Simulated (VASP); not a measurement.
# MoH6 (P-3m1) in VASP: single point with r2SCAN

Aim: the single point of MoH6 with r2SCAN.

All numbers are computed with VASP 6.6.1; they aren't measurements. Logs are shortened: lines on timing, memory, paths and dates and some standing lists are left out, and cuts for length are marked.

## Step 1: Starting point

It takes space group P-3m1 (No. 164, trigonal). Conventional cell: a = 2.831 Å, b = 2.831 Å, c = 21.439 Å, α = 90.00°, β = 90.00°, γ = 120.00°. H (site symmetry 3m) is surrounded by 3 Mo at 1.93 Å. Around H (site symmetry 3m) lie 1 H at 0.75 Å. H (site symmetry 3m) has 1 H at 0.75 Å as nearest neighbours. Around H (site symmetry 3m) lie 1 H at 0.75 Å. H (site symmetry 3m) is surrounded by 1 H at 0.75 Å. H (site symmetry 3m) has 1 H at 0.75 Å as nearest neighbours. Around Mo (site symmetry 3m) lie 3 H at 1.93 Å.

The cell was built by a generator and needn't be a form met in nature.

## Step 2: Single point, r2SCAN

INCAR

```
ALGO = Normal
EDIFF = 1E-6
ENCUT = 520
ISIF = 2
ISMEAR = 0
KPAR = 8
LASPH = T
LCHARG = F
LMIXTAU = T
LREAL = F
LWAVE = F
METAGGA = R2SCAN
NELM = 150
PREC = Accurate
SIGMA = 0.1
```

KPOINTS

```
k-points
0
Gamma
  12 12 2
```

POSCAR

```
MoH6                                    
1.0
    2.8310609092     -0.0000000000      0.0000000000
   -1.4155304597      2.4517706660      0.0000000000
    0.0000000000     -0.0000000000     21.4389590931
  H               Mo            
    12     2
Direct
     0.0000000000000000    0.0000000000000000    0.8983478811793549
     0.0000000000000000    1.0000000000000000    0.1016521188206452
     0.6666666699999979    0.3333333300000021    0.6442646436903119
     0.6666666699999979    0.3333333300000021    0.6094093899554349
     0.3333333300000021    0.6666666699999979    0.7726823476558504
     0.3333333300000021    0.6666666699999979    0.7378143776173249
     0.0000000000000000    0.0000000000000000    0.4825707661807862
     0.0000000000000000    1.0000000000000000    0.5174292338192139
     0.6666666699999979    0.3333333300000021    0.2273176523441496
     0.6666666699999979    0.3333333300000021    0.2621856223826753
     0.3333333300000021    0.6666666699999979    0.3557353563096880
     0.3333333300000021    0.6666666699999979    0.3905906100445650
     0.6666666699999979    0.3333333300000021    0.9465229899323937
     0.3333333300000021    0.6666666699999979    0.0534770100676064
```

Potentials or basis: VASP PAW PBE potentials, release 64 (H, Mo_sv).

The run is started by

```bash
$ cat potpaw_PBE.64/H/POTCAR potpaw_PBE.64/Mo_sv/POTCAR > POTCAR
$ mpirun -np 8 vasp_std > vasp.out
```

OUTCAR:

```text
EDIFF = 1E-6
   ENCUT = 520
   ISIF = 2
   ISMEAR = 0
   LASPH = T
   LREAL = F
   METAGGA = R2SCAN
   NELM = 150
   PREC = Accurate

 ion  position               nearest neighbor table
   1  0.000  0.000  0.898-  13 1.93  13 1.93  13 1.93
   2  0.000  0.000  0.102-  14 1.93  14 1.93  14 1.93
   3  0.667  0.333  0.644-   4 0.75
   4  0.667  0.333  0.609-   3 0.75
   5  0.333  0.667  0.773-   6 0.75
   6  0.333  0.667  0.738-   5 0.75
   7  0.000  0.000  0.483-   8 0.75
   8  0.000  0.000  0.517-   7 0.75
   9  0.667  0.333  0.227-  10 0.75
  10  0.667  0.333  0.262-   9 0.75
  11  0.333  0.667  0.356-  12 0.75
  12  0.333  0.667  0.391-  11 0.75
  13  0.667  0.333  0.947-   1 1.93   1 1.93   1 1.93  14 2.82  14 2.82  14 2.82
  14  0.333  0.667  0.053-   2 1.93   2 1.93   2 1.93  13 2.82  13 2.82  13 2.82

  LATTYP: Found a hexagonal cell.
 ALAT       =     2.8310609092
 C/A-ratio  =     7.5727650449

  Lattice vectors:

 A1 = (   2.8310609092,   0.0000000000,   0.0000000000)
 A2 = (  -1.4155304597,   2.4517706660,   0.0000000000)
 A3 = (   0.0000000000,   0.0000000000,  21.4389590931)

Analysis of symmetry for initial positions (statically):
=====================================================================
 Subroutine PRICEL returns:
 Original cell was already a primitive cell.

 Routine SETGRP: Setting up the symmetry group for a
 hexagonal supercell.

 Subroutine GETGRP returns: Found 12 space group operations
 (whereof 12 operations were pure point group operations)
 out of a pool of 24 trial point group operations.

The static configuration has the point symmetry D_3d.

Analysis of symmetry for dynamics (positions and initial velocities):
=====================================================================
 Subroutine PRICEL returns:
 Original cell was already a primitive cell.

 Routine SETGRP: Setting up the symmetry group for a
 hexagonal supercell.

 Subroutine GETGRP returns: Found 12 space group operations
 (whereof 12 operations were pure point group operations)
 out of a pool of 24 trial point group operations.

The dynamic configuration has the point symmetry D_3d.

 Subroutine INISYM returns: Found 12 space group operations
 (whereof 12 operations are pure point group operations),
 and found     1 'primitive' translations

----------------------------------------------------------------------------------------

                                     Primitive cell

  volume of cell :     148.8102

  direct lattice vectors                    reciprocal lattice vectors
     2.831060909  0.000000000  0.000000000     0.353224474  0.203934246  0.000000000
    -1.415530460  2.451770666  0.000000000     0.000000000  0.407868490  0.000000000
     0.000000000  0.000000000 21.438959093     0.000000000  0.000000000  0.046644056

  length of vectors
     2.831060909  2.831060911 21.438959093     0.407868490  0.407868490  0.046644056

  position of ions in fractional coordinates (direct lattice)
     0.000000000  0.000000000  0.898347881
     0.000000000  0.000000000  0.101652119
     0.666666670  0.333333330  0.644264644
     0.666666670  0.333333330  0.609409390
     0.333333330  0.666666670  0.772682348
     0.333333330  0.666666670  0.737814378
     0.000000000  0.000000000  0.482570766
     0.000000000  0.000000000  0.517429234
     0.666666670  0.333333330  0.227317652
     0.666666670  0.333333330  0.262185622
     0.333333330  0.666666670  0.355735356
     0.333333330  0.666666670  0.390590610
     0.666666670  0.333333330  0.946522990
     0.333333330  0.666666670  0.053477010

  ion indices of the primitive-cell ions
   primitive index   ion index
                 1           1
                 2           2
                 3           3
                 4           4
                 5           5
                 6           6
                 7           7
                 8           8
                 9           9
                10          10
                11          11
                12          12
                13          13
                14          14

----------------------------------------------------------------------------------------

 KPOINTS: k-points

Automatic generation of k-mesh.
 Grid dimensions read from file:
 generate k-points for:   12   12    2

 Generating k-lattice:

  Cartesian coordinates                     Fractional coordinates (reciprocal lattice)
     0.029435373  0.016994520  0.000000000     0.083333333  0.000000000  0.000000000
     0.000000000  0.033989041  0.000000000     0.000000000  0.083333333  0.000000000
     0.000000000  0.000000000  0.023322028     0.000000000  0.000000000  0.500000000

  Length of vectors
     0.033989041  0.033989041  0.023322028

  Shift w.r.t. Gamma in fractional coordinates (k-lattice)
     0.000000000  0.000000000  0.000000000

 Subroutine IBZKPT returns following result:
 ===========================================

 Found     38 irreducible k-points:

 Following reciprocal coordinates:
            Coordinates               Weight
  0.000000  0.000000  0.000000      1.000000
  0.083333  0.000000  0.000000      6.000000
  0.166667  0.000000  0.000000      6.000000
  0.250000  0.000000  0.000000      6.000000
  0.333333  0.000000  0.000000      6.000000
  0.416667 -0.000000  0.000000      6.000000
[... 16 lines left out ...]
  0.250000  0.000000  0.500000      6.000000
  0.333333  0.000000  0.500000      6.000000
 [... further k-points ...]
   k-points           NKPTS =     38   k-points in BZ     NKDIM =     38   number of bands    NBANDS=     28
   number of dos      NEDOS =    301   number of ions     NIONS =     14
   total plane-waves  NPLWV =  92160
   dimension x,y,z NGX =    24 NGY =   24 NGZ =  160
   dimension x,y,z NGXF=    48 NGYF=   48 NGZF=  320
   ions per type =              12   2
   NGX,Y,Z   is equivalent  to a cutoff of  14.09, 14.09, 12.41 a.u.
   NGXF,Y,Z  is equivalent  to a cutoff of  28.19, 28.19, 24.81 a.u.
 SYSTEM =  unknown system
   PREC   = accura    normal or accurate (medium, high low for compatibility)
   ISTART =      0    job   : 0-new  1-cont  2-samecut
   ICHARG =      2    charge: 1-file 2-atom 10-const
   ISPIN  =      1    spin polarized calculation?
   LNONCOLLINEAR =      F non collinear calculations
   LSORBIT =      F    spin-orbit coupling
   LASPH  =      T    aspherical Exc in radial PAW
   ENCUT  =  520.0 eV  38.22 Ry    6.18 a.u.   5.26  5.26 39.86*2*pi/ulx,y,z
   NELM   =    150;   NELMIN=  2; NELMDL= -5     # of ELM steps
   EDIFF  = 0.1E-05   stopping-criterion for ELM
   LREAL  =      F    real-space projection
   EDIFFG = 0.1E-04   stopping-criterion for IOM
   NSW    =      0    number of steps for IOM
   IBRION =     -1    ionic relax: 0-MD 1-quasi-New 2-CG
   NFREE  =      0    steps in history (QN), initial steepest desc. (CG)
   ISIF   =      2    stress and relaxation
   ISYM   =      2    0-nonsym 1-usesym 2-fastsym
   POTIM  = 0.5000    time-step for ionic-motion
   TEBEG  =    0.0;   TEEND  =   0.0 temperature during run
   PSTRESS=    0.0 pullay stress
   NELECT =      40.0000    total number of electrons
   NUPDOWN=      -1.0000    fix difference up-down
   EMIN   =  10.00;   EMAX   =-10.00  energy-range for DOS
   EFERMI =   0.00;   METHOD = LEGACY
   ISMEAR =     0;   SIGMA  =   0.10  broadening in eV -4-tet -1-fermi 0-gaus
   EFERMI_NEDOS =   21; number of points for ismear=-14 and -15
   IALGO  =     38    algorithm
   IMIX   =      4    mixing-type and parameters
     AMIX     =   0.40;   BMIX     =  1.00
     AMIX_MAG =   1.60;   BMIX_MAG =  1.00
  volume/ion in A,a.u.               =      10.63        71.73
  Fermi-wavevector in a.u.,A,eV,Ry     =   1.056535  1.996562 15.187725  1.116266
  Thomas-Fermi vector in A             =   2.191774
   LORBIT       =      0    0 simple, 1 ext, 2 COOP (PROOUT), +10 PAW based schemes
   METAGGA = R2SCAN    functional components
   LHFCALC =     F    Hartree Fock is set to
   AEXX    =    0.0000 exact exchange contribution
   IVDW    =     0    specifies the selected vdW correction
   LEPSILON=     F    determine dielectric tensor
   LRPA    =     F    only Hartree local field effects (RPA)
 non-spin polarized calculation
 Gauss-broadening in eV      SIGMA  =   0.10
  energy-cutoff  :      520.00
  volume of cell :      148.81
 maximum number of plane-waves:      4052
 NGX is ok and might be reduce to    24
   NGX = 11   NGY = 11   NGZ = 79

 number of electron      40.0000009 magnetization

 Free energy of the ion-electron system (eV)
  ---------------------------------------------------
  ext. energy  EPLUGINS =         0.00000000
  ---------------------------------------------------
  free energy    TOTEN  =       -92.36578841 eV

  energy without entropy =      -92.35267015  energy(sigma->0) =      -92.35922928

 E-fermi :  -0.1302     XC(G=0):  -7.8875

 val. band max:       -0.1839656988   @ k =   0.0833   0.0833   0.0000
 cond. band min:      -0.1255271384   @ k =   0.4167  -0.0000   0.5000
 fundamental gap:      0.0584385604
 Fermi energy:        -0.1302271566

 k-point     1 :       0.0000    0.0000    0.0000
  band No.  band energies     occupation
      1     -62.9981      2.00000
      2     -62.8683      2.00000
      3     -36.6990      2.00000
      4     -35.9849      2.00000
      5     -35.7315      2.00000
      6     -35.7315      2.00000
[... 20 lines left out ...]
     27       2.9203      0.00000
     28       3.7965      0.00000

 k-point     2 :       0.0833    0.0000    0.0000
  band No.  band energies     occupation
      1     -62.9852      2.00000
      2     -62.8592      2.00000
      3     -36.6792      2.00000
      4     -36.0027      2.00000
      5     -35.7887      2.00000
      6     -35.7517      2.00000
[... 20 lines left out ...]
     27       3.1316      0.00000
     28       4.0479      0.00000

 k-point     3 :       0.1667    0.0000    0.0000
  band No.  band energies     occupation
      1     -62.9495      2.00000
      2     -62.8348      2.00000
      3     -36.6263      2.00000
      4     -36.1111      2.00000
      5     -35.9188      2.00000
      6     -35.8730      2.00000
[... 20 lines left out ...]
     27       3.7248      0.00000
     28       4.7203      0.00000

 k-point     4 :       0.2500    0.0000    0.0000
  band No.  band energies     occupation
      1     -62.8993      2.00000
      2     -62.8022      2.00000
      3     -36.5695      2.00000
      4     -36.3483      2.00000
      5     -36.1515      2.00000
      6     -35.9191      2.00000
[... 578 lines left out ...]
     27       4.0386      0.00000
     28       4.3852      0.00000

 k-point    23 :       0.2500    0.0000    0.5000
  band No.  band energies     occupation
      1     -62.8993      2.00000
      2     -62.8022      2.00000
      3     -36.5695      2.00000
      4     -36.3483      2.00000
      5     -36.1515      2.00000
      6     -35.9191      2.00000
[... 20 lines left out ...]
     27       4.7866      0.00000
     28       5.1044      0.00000

 k-point    24 :       0.3333    0.0000    0.5000
  band No.  band energies     occupation
      1     -62.8466      2.00000
      2     -62.7715      2.00000
      3     -36.6243      2.00000
      4     -36.5872      2.00000
      5     -36.2719      2.00000
      6     -35.9490      2.00000
[... 20 lines left out ...]
     27       5.5443      0.00000
     28       5.8996      0.00000

 [... further k-points ...]

------------------------ aborting loop because EDIFF is reached ----------------------------------------

  FORCE on cell =-STRESS in cart. coord.  units (eV):
  Direction    XX          YY          ZZ          XY          YZ          ZX
  --------------------------------------------------------------------------------------
  -------------------------------------------------------------------------------------
  Total       -0.9665858     -0.9665858     -1.3328380      0.0000000      0.0000000      0.0000000
  in kB      -10.4068250    -10.4068250    -14.3501091      0.0000000      0.0000000      0.0000000
  external PRESSURE =     -11.7212530 kB  Pullay stress =       0.0000000 kB

 VOLUME and BASIS-vectors are now :
 -----------------------------------------------------------------------------
  energy-cutoff  :      520.00
  volume of cell :      148.81
      direct lattice vectors                 reciprocal lattice vectors
     2.831060909  0.000000000  0.000000000     0.353224474  0.203934246  0.000000000
    -1.415530460  2.451770666  0.000000000     0.000000000  0.407868490  0.000000000
     0.000000000  0.000000000 21.438959093     0.000000000  0.000000000  0.046644056

 POSITION                                       TOTAL-FORCE (eV/Angst)
 -----------------------------------------------------------------------------------
      0.00000      0.00000     19.25964         0.000000     -0.000000      0.044242
      0.00000      0.00000      2.17932         0.000000      0.000000     -0.044242
      1.41553      0.81726     13.81236        -0.000000      0.000000     -0.249692
      1.41553      0.81726     13.06510         0.000000     -0.000000      0.252329
     -0.00000      1.63451     16.56551         0.000000      0.000000     -0.238626
     -0.00000      1.63451     15.81797         0.000000     -0.000000      0.252044
      0.00000      0.00000     10.34581         0.000000      0.000000      0.253431
      0.00000      0.00000     11.09314         0.000000     -0.000000     -0.253431
      1.41553      0.81726      4.87345        -0.000000      0.000000      0.238626
      1.41553      0.81726      5.62099        -0.000000      0.000000     -0.252044
     -0.00000      1.63451      7.62660         0.000000      0.000000      0.249692
     -0.00000      1.63451      8.37386        -0.000000      0.000000     -0.252329
      1.41553      0.81726     20.29247        -0.000000     -0.000000     -0.068878
     -0.00000      1.63451      1.14649         0.000000      0.000000      0.068878
 -----------------------------------------------------------------------------------
    total drift:                                0.000000      0.000000     -0.000000

  FREE ENERGIE OF THE ION-ELECTRON SYSTEM (eV)
  ---------------------------------------------------
  free  energy   TOTEN  =       -92.3657884093 eV

  energy  without entropy=      -92.3526701492  energy(sigma->0) =      -92.35922928
```

Run time: 6.5 min. Hardware: 8 MPI ranks of Intel Xeon Platinum 8488C (Sapphire Rapids), shared host; peak memory 0.46 GiB.

Results:

| Property | Result |
| --- | --- |
| Free energy | -92.3658 eV |
| Pressure | -1.2 GPa |
| Largest force | 0.253 eV/Å |
| Band gap on the k mesh | none (metal or under the smearing width) |

Forces in eV/Å, atoms in the order of the input:
```
H    0.000  0.000  0.044
H    0.000  0.000 -0.044
H    0.000  0.000 -0.250
H    0.000  0.000  0.252
H    0.000  0.000 -0.239
H    0.000  0.000  0.252
H    0.000  0.000  0.253
H    0.000  0.000 -0.253
H    0.000  0.000  0.239
H    0.000  0.000 -0.252
H    0.000  0.000  0.250
H    0.000  0.000 -0.252
Mo   0.000  0.000 -0.069
Mo   0.000  0.000  0.069
```

Stress tensor (GPa, compression positive):
```
-1.04  0.00  0.00
 0.00 -1.04  0.00
 0.00  0.00 -1.44
```

Caveat: the PAW data sets were made with another functional, which shifts forces and pressure a little.
